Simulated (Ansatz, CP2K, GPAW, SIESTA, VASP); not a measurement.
## CsPbBr3: programs and potentials compared

```xyz
5
Lattice="5.8700 0.0000 0.0000 0.0000 5.8700 0.0000 0.0000 0.0000 5.8700" Properties=species:S:1:pos:R:3 pbc="T T T"
Pb    2.9350    2.9350    2.9350
Cs    0.0000    0.0000    0.0000
Br    2.9350    2.9350    0.0000
Br    2.9350    0.0000    2.9350
Br    0.0000    2.9350    2.9350
```

Measurements of this composition are mostly on another form, of space group No. 62.

Alike in all runs: task equation of state; functional PBEsol; k mesh 5 × 5 × 5; occupations fermi-dirac, width 0.05 eV; no spin polarisation; no spin-orbit coupling.

```tsv
program and potentials	plane-wave cutoff (eV)	notes	equilibrium volume (Å³/atom)	bulk modulus (GPa)
Ansatz, all-electron LAPW, scalar-relativistic	-	-	?	?
GPAW, PAW data sets generated for this functional	600	-	40.32	21.5
SIESTA, files PseudoDojo sr-pbesol-0.4.1-standard, DZP (energy shift 0.003 Ry; two zetas on semicore shells; d shell added on Cs)	-	atomic basis	40.90	21.9
VASP, PBE PAW files Br, Cs_sv, Pb_d, 520 eV	520	potentials made for PBE	40.42	21.4
CP2K, POTENTIAL_UZH Pb GTH-PBE-q4, Cs GTH-PBE-q9, Br GTH-PBE-q7; TZVP-MOLOPT-PBE-GTH basis	-	atomic basis; potentials made for PBE	41.86	20.4
```

Problem. Estimate from the other rows what the run with Ansatz, all-electron LAPW, scalar-relativistic gave.

Solution. Equilibrium volume 40.38 Å³/atom; bulk modulus 21.4 GPa. The other rows, which needn't bracket it: equilibrium volume 40.32 to 41.86; bulk modulus 20.4 to 21.9.
